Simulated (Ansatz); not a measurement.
Input, command and steps of an Ansatz relaxation.

```yaml
crystal:
  lattice:
    - [-3.277337467, 3.277337467, 3.277337467]
    - [3.277337467, -3.277337467, 3.277337467]
    - [3.277337467, 3.277337467, -3.277337467]
  atoms:
    - { symbol: Si, position: [0.25, 0.125, 0.875] }
    - { symbol: Si, position: [0.875, 0.25, 0.125] }
    - { symbol: Si, position: [0.75, 0.375, 0.625] }
    - { symbol: Si, position: [0.625, 0.75, 0.375] }
    - { symbol: Si, position: [0.125, 0.875, 0.25] }
    - { symbol: Si, position: [0.375, 0.625, 0.75] }
    - { symbol: "N", position: [0.5626966952, 0.5626966952, 0.5626966952] }
    - { symbol: "N", position: [0.4373033048, 0.5, 0.0] }
    - { symbol: "N", position: [0.5, 0.0, 0.9373033048] }
    - { symbol: "N", position: [0.0, 0.4373033048, 0.5] }
    - { symbol: "N", position: [0.9373033048, 0.5, 0.0] }
    - { symbol: "N", position: [0.0626966952, 0.0626966952, 0.0626966952] }
    - { symbol: "N", position: [0.0, 0.9373033048, 0.5] }
    - { symbol: "N", position: [0.5, 0.0, 0.4373033048] }
basis:
  ecutwfc: 420
kpoints:
  mp_grid: { grid: [6, 6, 6] }
hamiltonian:
  xc: pbe
scf:
  occupations: { method: gaussian, width: 0.02 }
output:
  forces: true
  stress: true
  eigenvalues: true
relax:
  adjacent_minimum: "off"
  f_tol: 0.01
  max_steps: 30
```

```bash
ansatz run input.yaml --threads 4 --pin off --max-ram 10240MiB --backend cpu --events-out ev --progress --plain --runs-dir out
```

Theory: DFT PBE, scalar-relativistic, plane waves, PAW (Ansatz 0.2.0).

The volume is held at 1.03 times that of the relaxed cell.

Of 3 frames 3 are shown, positions in Å and forces in eV/Å; the SCF threshold varies from step to step.

```xyz
14
Lattice="-3.2773 3.2773 3.2773 3.2773 -3.2773 3.2773 3.2773 3.2773 -3.2773" Properties=species:S:1:pos:R:3:forces:R:3 pbc="T T T" step=1 free_energy_over_end_meV_per_atom=0.23
Si    2.4580    3.2773   -1.6387    0.0000    0.0000    0.0000
Si   -1.6387    2.4580    3.2773    0.0000    0.0000    0.0000
Si    0.8193    3.2773    1.6387    0.0000    0.0000    0.0000
Si    1.6387    0.8193    3.2773    0.0000    0.0000    0.0000
Si    3.2773   -1.6387    2.4580    0.0000    0.0000    0.0000
Si    3.2773    1.6387    0.8193    0.0000    0.0000    0.0000
N     1.8441    1.8441    1.8441    0.0391    0.0391    0.0391
N     0.2055   -0.2055    3.0719    0.0391   -0.0391   -0.0391
N     1.4332    4.7105   -1.4332   -0.0391   -0.0391    0.0391
N     3.0719    0.2055   -0.2055   -0.0391    0.0391   -0.0391
N    -1.4332    1.4332    4.7105    0.0391   -0.0391   -0.0391
N     0.2055    0.2055    0.2055    0.0391    0.0391    0.0391
N     4.7105   -1.4332    1.4332   -0.0391    0.0391   -0.0391
N    -0.2055    3.0719    0.2055   -0.0391   -0.0391    0.0391
14
Lattice="-3.2773 3.2773 3.2773 3.2773 -3.2773 3.2773 3.2773 3.2773 -3.2773" Properties=species:S:1:pos:R:3:forces:R:3 pbc="T T T" step=2 free_energy_over_end_meV_per_atom=0.07
Si    2.4580    3.2773   -1.6387    0.0000    0.0000    0.0000
Si   -1.6387    2.4580    3.2773    0.0000    0.0000    0.0000
Si    0.8193    3.2773    1.6387    0.0000    0.0000    0.0000
Si    1.6387    0.8193    3.2773    0.0000    0.0000    0.0000
Si    3.2773   -1.6387    2.4580    0.0000    0.0000    0.0000
Si    3.2773    1.6387    0.8193    0.0000    0.0000    0.0000
N     1.8472    1.8472    1.8472    0.0216    0.0216    0.0216
N     0.2086   -0.2086    3.0688    0.0216   -0.0216   -0.0216
N     1.4301    4.7074   -1.4301   -0.0216   -0.0216    0.0216
N     3.0688    0.2086   -0.2086   -0.0216    0.0216   -0.0216
N    -1.4301    1.4301    4.7074    0.0216   -0.0216   -0.0216
N     0.2086    0.2086    0.2086    0.0216    0.0216    0.0216
N     4.7074   -1.4301    1.4301   -0.0216    0.0216   -0.0216
N    -0.2086    3.0688    0.2086   -0.0216   -0.0216    0.0216
14
Lattice="-3.2773 3.2773 3.2773 3.2773 -3.2773 3.2773 3.2773 3.2773 -3.2773" Properties=species:S:1:pos:R:3:forces:R:3 pbc="T T T" step=3 free_energy_over_end_meV_per_atom=0.00
Si    2.4580    3.2773   -1.6387    0.0000    0.0000    0.0000
Si   -1.6387    2.4580    3.2773    0.0000    0.0000    0.0000
Si    0.8193    3.2773    1.6387    0.0000    0.0000    0.0000
Si    1.6387    0.8193    3.2773    0.0000    0.0000    0.0000
Si    3.2773   -1.6387    2.4580    0.0000    0.0000    0.0000
Si    3.2773    1.6387    0.8193    0.0000    0.0000    0.0000
N     1.8511    1.8511    1.8511    0.0000    0.0000    0.0000
N     0.2124   -0.2124    3.0649    0.0000    0.0000    0.0000
N     1.4263    4.7036   -1.4263    0.0000    0.0000    0.0000
N     3.0649    0.2124   -0.2124    0.0000    0.0000    0.0000
N    -1.4263    1.4263    4.7036    0.0000    0.0000    0.0000
N     0.2124    0.2124    0.2124    0.0000    0.0000    0.0000
N     4.7036   -1.4263    1.4263    0.0000    0.0000    0.0000
N    -0.2124    3.0649    0.2124    0.0000    0.0000    0.0000
```

Time: 10 s on 4 threads of Intel(R) Xeon(R) Processor @ 2.70GHz, on a shared host, peak memory 0.51 GiB.